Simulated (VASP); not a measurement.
# MgO (Periclase) (Fm-3m) in VASP: settings compared

The runs below take MgO (Periclase) through relaxation of cell and atoms, with PBE, r2SCAN.

Program: VASP 6.6.1. These are calculated values, not measurements. Logs are shortened: lines on timing, memory, paths and dates and some standing lists are left out, and cuts for length are marked.

### 1 The crystal as given

Symmetry: Fm-3m, No. 225, cubic system. The conventional cell has a = 4.217 Å, b = 4.217 Å, c = 4.217 Å, α = 90.00°, β = 90.00°, γ = 90.00°. Mg (site symmetry m-3m) is surrounded by 6 O at 2.11 Å. Around O (site symmetry m-3m) lie 6 Mg at 2.11 Å.

### 2 Relaxation of cell and atoms, PBE

INCAR

```
PREC     = Accurate       # precision mode
ENCUT    = 600            # plane-wave cutoff, eV
EDIFF    = 1E-6           # SCF threshold, eV
ISMEAR   = 0              # smearing method
SIGMA    = 0.03           # smearing width, eV
LREAL    = False          # projectors in reciprocal space
LASPH    = True           # aspherical terms in the spheres
NELM     = 80             # most SCF steps
ALGO     = Normal         # electronic algorithm
ISIF     = 3              # what is computed and relaxed
LWAVE    = False          # write WAVECAR
LCHARG   = False          # write CHGCAR
GGA      = PE             # functional
IBRION   = 2              # ionic algorithm
NSW      = 90             # ionic steps
EDIFFG   = -0.01          # ionic threshold
```

KPOINTS

```
Automatic mesh
0
Gamma
  12 12 12
```

POSCAR

```
MgO
1.0
    0.0000000000      2.1085000000      2.1085000000
    2.1085000000      0.0000000000      2.1085000000
    2.1085000000      2.1085000000      0.0000000000
Mg O
1 1
Direct
    0.0000000000      0.0000000000      0.0000000000
    0.5000000000      0.5000000000      0.5000000000
```

Potentials or basis: VASP PAW PBE potentials, release 64 (Mg, O).

The run is started by

```sh
> cat potpaw_PBE.64/Mg/POTCAR potpaw_PBE.64/O/POTCAR > POTCAR
> mpirun -np 1 vasp_std > vasp.out
```

OUTCAR:

```text
PREC = Accurate
   ENCUT = 600
   EDIFF = 1E-6
   ISMEAR = 0
   LREAL = False
   LASPH = True
   NELM = 80
   ISIF = 3
   GGA = PE
   IBRION = 2
   NSW = 90
   EDIFFG = -0.01

 ion  position               nearest neighbor table
   1  0.000  0.000  0.000-   2 2.11   2 2.11   2 2.11   2 2.11   2 2.11   2 2.11
   2  0.500  0.500  0.500-   1 2.11   1 2.11   1 2.11   1 2.11   1 2.11   1 2.11

  LATTYP: Found a face centered cubic cell.
 ALAT       =     4.2170000000

  Lattice vectors:

 A1 = (   0.0000000000,   2.1085000000,   2.1085000000)
 A2 = (   2.1085000000,   0.0000000000,   2.1085000000)
 A3 = (   2.1085000000,   2.1085000000,   0.0000000000)

Analysis of symmetry for initial positions (statically):
=====================================================================
 Subroutine PRICEL returns:
 Original cell was already a primitive cell.

 Routine SETGRP: Setting up the symmetry group for a
 face centered cubic supercell.

 Subroutine GETGRP returns: Found 48 space group operations
 (whereof 48 operations were pure point group operations)
 out of a pool of 48 trial point group operations.

The static configuration has the point symmetry O_h .

Analysis of symmetry for dynamics (positions and initial velocities):
=====================================================================
 Subroutine PRICEL returns:
 Original cell was already a primitive cell.

 Routine SETGRP: Setting up the symmetry group for a
 face centered cubic supercell.

 Subroutine GETGRP returns: Found 48 space group operations
 (whereof 48 operations were pure point group operations)
 out of a pool of 48 trial point group operations.

The dynamic configuration has the point symmetry O_h .

 Subroutine INISYM returns: Found 48 space group operations
 (whereof 48 operations are pure point group operations),
 and found     1 'primitive' translations

----------------------------------------------------------------------------------------

                                     Primitive cell

  volume of cell :      18.7478

  direct lattice vectors                    reciprocal lattice vectors
     0.000000000  2.108500000  2.108500000    -0.237135404  0.237135404  0.237135404
     2.108500000  0.000000000  2.108500000     0.237135404 -0.237135404  0.237135404
     2.108500000  2.108500000  0.000000000     0.237135404  0.237135404 -0.237135404

  length of vectors
     2.981869296  2.981869296  2.981869296     0.410730569  0.410730569  0.410730569

  position of ions in fractional coordinates (direct lattice)
     0.000000000  0.000000000  0.000000000
     0.500000000  0.500000000  0.500000000

  ion indices of the primitive-cell ions
   primitive index   ion index
                 1           1
                 2           2

----------------------------------------------------------------------------------------

 KPOINTS: Automatic mesh

Automatic generation of k-mesh.
 Grid dimensions read from file:
 generate k-points for:   12   12   12

 Generating k-lattice:

  Cartesian coordinates                     Fractional coordinates (reciprocal lattice)
    -0.019761284  0.019761284  0.019761284     0.083333333  0.000000000  0.000000000
     0.019761284 -0.019761284  0.019761284     0.000000000  0.083333333  0.000000000
     0.019761284  0.019761284 -0.019761284     0.000000000  0.000000000  0.083333333

  Length of vectors
     0.034227547  0.034227547  0.034227547

  Shift w.r.t. Gamma in fractional coordinates (k-lattice)
     0.000000000  0.000000000  0.000000000

 Subroutine IBZKPT returns following result:
 ===========================================

 Found     72 irreducible k-points:

 Following reciprocal coordinates:
            Coordinates               Weight
  0.000000  0.000000  0.000000      1.000000
  0.083333  0.000000  0.000000      8.000000
  0.166667  0.000000  0.000000      8.000000
  0.250000  0.000000  0.000000      8.000000
  0.333333  0.000000  0.000000      8.000000
  0.416667  0.000000  0.000000      8.000000
[... 16 lines left out ...]
  0.500000  0.166667  0.000000     24.000000
 -0.416667  0.166667  0.000000     24.000000
 [... further k-points ...]
   k-points           NKPTS =     72   k-points in BZ     NKDIM =     72   number of bands    NBANDS=      8
   number of dos      NEDOS =    301   number of ions     NIONS =      2
   total plane-waves  NPLWV =  13824
   dimension x,y,z NGX =    24 NGY =   24 NGZ =   24
   dimension x,y,z NGXF=    48 NGYF=   48 NGZF=   48
   ions per type =               1   1
   NGX,Y,Z   is equivalent  to a cutoff of  13.38, 13.38, 13.38 a.u.
   NGXF,Y,Z  is equivalent  to a cutoff of  26.76, 26.76, 26.76 a.u.
 SYSTEM =  unknown system
   PREC   = accura    normal or accurate (medium, high low for compatibility)
   ISTART =      0    job   : 0-new  1-cont  2-samecut
   ICHARG =      2    charge: 1-file 2-atom 10-const
   ISPIN  =      1    spin polarized calculation?
   LNONCOLLINEAR =      F non collinear calculations
   LSORBIT =      F    spin-orbit coupling
   LASPH  =      T    aspherical Exc in radial PAW
   ENCUT  =  600.0 eV  44.10 Ry    6.64 a.u.   5.96  5.96  5.96*2*pi/ulx,y,z
   NELM   =     80;   NELMIN=  2; NELMDL= -5     # of ELM steps
   EDIFF  = 0.1E-05   stopping-criterion for ELM
   LREAL  =      F    real-space projection
   EDIFFG = -.1E-01   stopping-criterion for IOM
   NSW    =     90    number of steps for IOM
   IBRION =      2    ionic relax: 0-MD 1-quasi-New 2-CG
   NFREE  =      1    steps in history (QN), initial steepest desc. (CG)
   ISIF   =      3    stress and relaxation
   ISYM   =      2    0-nonsym 1-usesym 2-fastsym
   POTIM  = 0.5000    time-step for ionic-motion
   TEBEG  =    0.0;   TEEND  =   0.0 temperature during run
   PSTRESS=    0.0 pullay stress
   NELECT =       8.0000    total number of electrons
   NUPDOWN=      -1.0000    fix difference up-down
   EMIN   =  10.00;   EMAX   =-10.00  energy-range for DOS
   EFERMI =   0.00;   METHOD = LEGACY
   ISMEAR =     0;   SIGMA  =   0.03  broadening in eV -4-tet -1-fermi 0-gaus
   EFERMI_NEDOS =   21; number of points for ismear=-14 and -15
   IALGO  =     38    algorithm
   IMIX   =      4    mixing-type and parameters
     AMIX     =   0.40;   BMIX     =  1.00
     AMIX_MAG =   1.60;   BMIX_MAG =  1.00
  volume/ion in A,a.u.               =       9.37        63.26
  Fermi-wavevector in a.u.,A,eV,Ry     =   1.232503  2.329092 20.668107  1.519063
  Thomas-Fermi vector in A             =   2.367270
   LORBIT       =      0    0 simple, 1 ext, 2 COOP (PROOUT), +10 PAW based schemes
   GGA     = PE    functional components
   LHFCALC =     F    Hartree Fock is set to
   AEXX    =    0.0000 exact exchange contribution
   IVDW    =     0    specifies the selected vdW correction
   LEPSILON=     F    determine dielectric tensor
   LRPA    =     F    only Hartree local field effects (RPA)
 conjugate gradient relaxation of ions
 non-spin polarized calculation
 Gauss-broadening in eV      SIGMA  =   0.03
  energy-cutoff  :      600.00
  volume of cell :       18.75
 maximum number of plane-waves:       642
   NGX = 11   NGY = 11   NGZ = 11

--------------------------------------- Ionic step        1  -------------------------------------------

 number of electron       8.0000005 magnetization

 Free energy of the ion-electron system (eV)
  ---------------------------------------------------
  ext. energy  EPLUGINS =         0.00000000
  ---------------------------------------------------
  free energy    TOTEN  =       -11.91049839 eV

  energy without entropy =      -11.91049839  energy(sigma->0) =      -11.91049839

------------------------ aborting loop because EDIFF is reached ----------------------------------------

  FORCE on cell =-STRESS in cart. coord.  units (eV):
  Direction    XX          YY          ZZ          XY          YZ          ZX
  --------------------------------------------------------------------------------------
  -------------------------------------------------------------------------------------
  Total        0.3614761      0.3614761      0.3614761      0.0000000      0.0000000     -0.0000000
  in kB       30.8915279     30.8915279     30.8915279      0.0000000      0.0000000     -0.0000000
  external PRESSURE =      30.8915279 kB  Pullay stress =       0.0000000 kB
[... 57 lines left out ...]
  energy  without entropy=      -11.9137255627  energy(sigma->0) =      -11.91372556

--------------------------------------- Ionic step        3  -------------------------------------------

 number of electron       8.0000004 magnetization

 Free energy of the ion-electron system (eV)
  ---------------------------------------------------
  ext. energy  EPLUGINS =         0.00000000
  ---------------------------------------------------
  free energy    TOTEN  =       -11.91408016 eV

  energy without entropy =      -11.91408016  energy(sigma->0) =      -11.91408016

 E-fermi :   3.2409     XC(G=0): -10.9683

 val. band max:        3.0120555565   @ k =   0.0000   0.0000   0.0000
 cond. band min:       7.5158317806   @ k =   0.0000   0.0000   0.0000
 fundamental gap:      4.5037762241
 Fermi energy:         3.2408666576

 k-point     1 :       0.0000    0.0000    0.0000
  band No.  band energies     occupation
      1     -14.1327      2.00000
      2       3.0121      2.00000
      3       3.0121      2.00000
      4       3.0121      2.00000
      5       7.5158      0.00000
      6      18.6816      0.00000
      7      18.6816      0.00000
      8      18.6816      0.00000
[... 243 lines left out ...]
 k-point    24 :      -0.4167    0.1667    0.0000
  band No.  band energies     occupation
      1     -12.8243      2.00000
      2      -1.1072      2.00000
      3       1.4784      2.00000
      4       2.2580      2.00000
      5      11.9026      0.00000
      6      15.1289      0.00000
      7      16.9606      0.00000
      8      19.6909      0.00000

 [... further k-points ...]

------------------------ aborting loop because EDIFF is reached ----------------------------------------

  FORCE on cell =-STRESS in cart. coord.  units (eV):
  Direction    XX          YY          ZZ          XY          YZ          ZX
  --------------------------------------------------------------------------------------
  -------------------------------------------------------------------------------------
  Total       -0.0010112     -0.0010112     -0.0010112      0.0000000      0.0000000      0.0000000
  in kB       -0.0847166     -0.0847166     -0.0847166      0.0000000      0.0000000      0.0000000
  external PRESSURE =      -0.0847166 kB  Pullay stress =       0.0000000 kB
[... 17 lines left out ...]
  FREE ENERGIE OF THE ION-ELECTRON SYSTEM (eV)
  ---------------------------------------------------
  free  energy   TOTEN  =       -11.9140801577 eV

  energy  without entropy=      -11.9140801577  energy(sigma->0) =      -11.91408016

 reached required accuracy - stopping structural energy minimisation
```

Wall time 13 s (1 thread of Intel Xeon Platinum 8559C (Emerald Rapids), shared host); peak memory 0.14 GiB.

What came out:

```yaml
Free_energy: -11.9141 eV
Relaxed_volume: 9.56 Å³/atom
Relaxed_cell: a = 3.002 Å, b = 3.002 Å, c = 3.002 Å, α = 60.00°, β = 60.00°, γ = 60.00°
Space_group_after_relaxing_to_0.05_Å: Fm-3m (No. 225)
Energy_gained_by_relaxing: 1.8 meV/atom
Ionic_steps: 3
Pressure_after_relaxing: 0.0 GPa
Band_gap_on_the_k_mesh: 4.50 eV, direct
```

The path:
```csv
step,energy change (eV),largest force (eV/Å),pressure (GPa),volume (Å³)
1,0.0000,0.0000,3.09,18.75
2,-0.0032,0.0000,-0.93,19.24
3,-0.0036,0.0000,-0.01,19.12
```

Final structure:
```xyz
2
Lattice="0.0000 2.1225 2.1225 2.1225 0.0000 2.1225 2.1225 2.1225 0.0000" Properties=species:S:1:pos:R:3 pbc="T T T"
Mg    0.0000    0.0000    0.0000
O     2.1225    2.1225    2.1225
```

Levels at points of the mesh, in eV from the valence-band top:
```tsv
k point	band 2	band 3	band 4	band 5	band 6	band 7
(0.00, 0.00, 0.00)	0.00	0.00	0.00	4.50	15.67	15.67
(0.50, 0.00, 0.00)	-4.51	-0.63	-0.63	7.75	12.34	16.07
(0.50, 0.50, 0.00)	-3.99	-1.32	-1.32	9.09	9.72	12.85
```

A k mesh can miss the band edges. PBE usually gives volumes a little too large and moduli too small.

### 3 Relaxation of cell and atoms, PBE

This run uses another cell than the first one, of 9.56 Å³/atom, 1.020 times its volume.

Changes to INCAR since step 2:

```diff
@@ -2,3 +2,3 @@
 ENCUT    = 600            # plane-wave cutoff, eV
-EDIFF    = 1E-6           # SCF threshold, eV
+EDIFF    = 1E-7           # SCF threshold, eV
 ISMEAR   = 0              # smearing method
@@ -15,2 +15,2 @@
 NSW      = 90             # ionic steps
-EDIFFG   = -0.01          # ionic threshold
+EDIFFG   = -0.005         # ionic threshold
```

KPOINTS is that of step 2.

POSCAR

```
MgO                                     
1.0
   -0.0000000000      2.1224813280      2.1224813280
    2.1224813280      0.0000000000      2.1224813280
    2.1224813280      2.1224813280     -0.0000000000
  Mg              O             
     1     1
Direct
     0.0000000000000000    0.0000000000000000    0.0000000000000000
     0.5000000000000000    0.5000000000000000    0.5000000000000000
```

Potentials or basis: VASP PAW PBE potentials, release 64 (Mg, O).

The run is started by

```sh
> cat potpaw_PBE.64/Mg/POTCAR potpaw_PBE.64/O/POTCAR > POTCAR
> mpirun -np 1 vasp_std > vasp.out
```

Run time: 7.1 s. Hardware: 1 thread of Intel Xeon Platinum 8559C (Emerald Rapids), shared host; peak memory 0.15 GiB.

The run converged. Its results:

```yaml
Free_energy: -11.9150 eV
Pressure_after_relaxing: 0.0 GPa
Band_gap_on_the_k_mesh: 4.50 eV, direct
```

Final structure:
```xyz
2
Lattice="0.0000 2.1225 2.1225 2.1225 0.0000 2.1225 2.1225 2.1225 0.0000" Properties=species:S:1:pos:R:3 pbc="T T T"
Mg    0.0000    0.0000    0.0000
O     2.1225    2.1225    2.1225
```

Levels at points of the mesh, in eV from the valence-band top:
```
           k point  band 1  band 2  band 3  band 4  band 5  band 6  band 7  band 8
(0.00, 0.00, 0.00)  -17.14    0.00    0.00    0.00    4.50   15.67   15.67   15.67
(0.50, 0.00, 0.00)  -15.92   -4.51   -0.63   -0.63    7.75   12.34   16.07   16.07
(0.50, 0.50, 0.00)  -15.67   -3.99   -1.32   -1.32    9.09    9.72   12.85   18.62
```

Caveat: the relaxation stopped at its first step, so nothing moved.

### 4 Relaxation of cell and atoms, r2SCAN

INCAR

```
  PREC = Accurate
  ENCUT = 600
  EDIFF = 1E-6
  ISMEAR = 0
  SIGMA = 0.03
  LREAL = False
  LASPH = True
  NELM = 80
  ALGO = Normal
  ISIF = 3
  LWAVE = False
  LCHARG = False
  METAGGA = R2SCAN
  LMIXTAU = True
  IBRION = 2
  NSW = 90
  EDIFFG = -0.01
```

KPOINTS

```
regular mesh
0
Gamma
  12 12 12
```

POSCAR

```
MgO
1.0
    0.0000000000      2.1085000000      2.1085000000
    2.1085000000      0.0000000000      2.1085000000
    2.1085000000      2.1085000000      0.0000000000
Mg O
1 1
Direct
    0.0000000000      0.0000000000      0.0000000000
    0.5000000000      0.5000000000      0.5000000000
```

The run is started by

```sh
> cat potpaw_PBE.64/Mg/POTCAR potpaw_PBE.64/O/POTCAR > POTCAR
> mpirun -np 1 vasp_std > vasp.out
```

It took 95 s on 1 thread of AMD EPYC 9R45 (Zen 5), shared host; peak memory 0.13 GiB.

The run converged. Its results:

```yaml
Free_energy: -16.1661 eV
Relaxed_volume: 9.21 Å³/atom
Relaxed_cell: a = 2.965 Å, b = 2.965 Å, c = 2.965 Å, α = 60.00°, β = 60.00°, γ = 60.00°
Space_group_after_relaxing_to_0.05_Å: Fm-3m (No. 225)
Energy_gained_by_relaxing: 1.4 meV/atom
Ionic_steps: 3
Pressure_after_relaxing: 0.0 GPa
Band_gap_on_the_k_mesh: 5.75 eV, direct
```

The path:
```
step  energy change (eV)  largest force (eV/Å)  pressure (GPa)  volume (Å³)
   1              0.0000                0.0000           -2.83        18.75
   2             -0.0024                0.0000            1.18        18.30
   3             -0.0029                0.0000            0.01        18.43
```

Final structure:
```cif
data_structure
_symmetry_space_group_name_H-M 'P 1'
_symmetry_Int_Tables_number 1
_cell_length_a 2.9648
_cell_length_b 2.9648
_cell_length_c 2.9648
_cell_angle_alpha 60.000
_cell_angle_beta 60.000
_cell_angle_gamma 60.000
_cell_volume 18.43
loop_
_atom_site_label
_atom_site_type_symbol
_atom_site_fract_x
_atom_site_fract_y
_atom_site_fract_z
_atom_site_occupancy
Mg1 Mg 0.00000 0.00000 0.00000 1
O1 O 0.50000 0.50000 0.50000 1
```

Levels at points of the mesh, in eV from the valence-band top:
```tsv
k point	band 2	band 3	band 4	band 5	band 6	band 7
(0.00, 0.00, 0.00)	0.00	0.00	0.00	5.75	16.92	16.92
(0.50, 0.00, 0.00)	-4.67	-0.69	-0.69	8.90	13.97	17.57
(0.50, 0.50, 0.00)	-4.16	-1.39	-1.39	10.05	11.22	14.44
```

Caveat: the PAW data sets were made with another functional, which shifts forces and pressure a little. A k mesh can miss the band edges.

### 5 Relaxation of cell and atoms, r2SCAN

This run uses another cell than the first one, of 9.21 Å³/atom, 0.983 times its volume.

Changes to INCAR since step 4:

```diff
@@ -2,3 +2,3 @@
   ENCUT = 600
-  EDIFF = 1E-6
+  EDIFF = 1E-7
   ISMEAR = 0
@@ -16,2 +16,2 @@
   NSW = 90
-  EDIFFG = -0.01
+  EDIFFG = -0.005
```

KPOINTS is that of step 4.

POSCAR

```
MgO                                     
1.0
    0.0000000000      2.0964156981      2.0964156981
    2.0964156981     -0.0000000000      2.0964156981
    2.0964156981      2.0964156981      0.0000000000
  Mg              O             
     1     1
Direct
     0.0000000000000000    0.0000000000000000    0.0000000000000000
     0.5000000000000000    0.5000000000000000    0.5000000000000000
```

The run is started by

```sh
> cat potpaw_PBE.64/Mg/POTCAR potpaw_PBE.64/O/POTCAR > POTCAR
> mpirun -np 1 vasp_std > vasp.out
```

Wall time 50 s (1 thread of AMD EPYC 9R45 (Zen 5), shared host); peak memory 0.12 GiB.

It converged, with:

| Quantity | Value |
| --- | --- |
| Free energy | -16.1652 eV |
| Pressure after relaxing | 0.0 GPa |
| Band gap on the k mesh | 5.75 eV, direct |

Final structure:
```yaml
crystal:
  lattice:
    - [0.00000, 2.09642, 2.09642]
    - [2.09642, 0.00000, 2.09642]
    - [2.09642, 2.09642, 0.00000]
  atoms:
    - { symbol: Mg, position: [0.00000, 0.00000, 0.00000] }
    - { symbol: O, position: [0.50000, 0.50000, 0.50000] }
```

Levels at points of the mesh, in eV from the valence-band top:
| k point | band 1 | band 2 | band 3 | band 4 | band 5 | band 6 | band 7 | band 8 |
| --- | --- | --- | --- | --- | --- | --- | --- | --- |
| (0.00, 0.00, 0.00) | -18.27 | 0.00 | 0.00 | 0.00 | 5.75 | 16.92 | 16.92 | 16.92 |
| (0.50, 0.00, 0.00) | -16.99 | -4.67 | -0.69 | -0.69 | 8.89 | 13.97 | 17.57 | 17.57 |
| (0.50, 0.50, 0.00) | -16.73 | -4.16 | -1.39 | -1.39 | 10.05 | 11.22 | 14.44 | 20.59 |

Caveat: the relaxation stopped at its first step, so nothing moved; the PAW data sets were made with another functional, which shifts forces and pressure a little.
